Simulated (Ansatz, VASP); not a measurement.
# Pb in VASP and in Ansatz

```
CELL_PARAMETERS angstrom
0.00000 2.43976 2.43976
2.43976 0.00000 2.43976
2.43976 2.43976 0.00000
ATOMIC_POSITIONS crystal
Pb 0.00000 0.00000 0.00000
```

Alike in both runs: task single point; functional LDA; k mesh 14 × 14 × 14; occupations gaussian, width 0.05 eV; no spin polarisation.

|  | VASP | Ansatz |
| --- | --- | --- |
| version | VASP 6.6.1 | Ansatz 0.2.0 |
| potentials or method | VASP PAW LDA potentials, release 64 (Pb_d) | scalar-relativistic, plane waves, PAW |
| plane-wave cutoff (eV) | 520 | 420 |
| valence electrons in the cell | 14 | 14 |

```tsv
	VASP	Ansatz	Ansatz less VASP
pressure (GPa)	0.1	0.0	-0.07
```

The runs have no spin-orbit coupling, so splittings on Pb are missing.
